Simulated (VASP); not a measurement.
Crystal: B.

```
B
1.0
     1.88524    0.00000    0.00000
     0.00000    1.88524    0.00000
     0.00000    0.00000    1.88524
B
1
Direct
  0.50000 0.50000 0.50000
```

The cell was built by a generator and needn't be a form met in nature.

Base run:

| Property | Result |
| --- | --- |
| Program | VASP 6.6.1 |
| Functional | AM05 |
| Potentials or basis | VASP PAW PBE potentials, release 64 (B) |
| Cutoff | 520 eV |
| k mesh | 14 × 14 × 14 |
| Occupations | fermi-dirac, width 0.05 eV |
| Spin | no spin polarisation |

Its results: pressure -3.9 GPa.

**Question.** After a change of settings the same cell gave: pressure 1.6 GPa. Which change was it?
A. functional from AM05 to BLYP
B. functional from AM05 to TPSS; further incar settings from ALGO = Fast; EDIFF = 1e-06 to ALGO = Normal; EDIFF = 1e-06
C. functional from AM05 to PW91
D. functional from AM05 to revPBE

**Answer.** C.

PW91 binds less tightly than AM05, so the same cell stands under more pressure.

Caveats: the PAW data sets were made with another functional, which shifts forces and pressure a little.
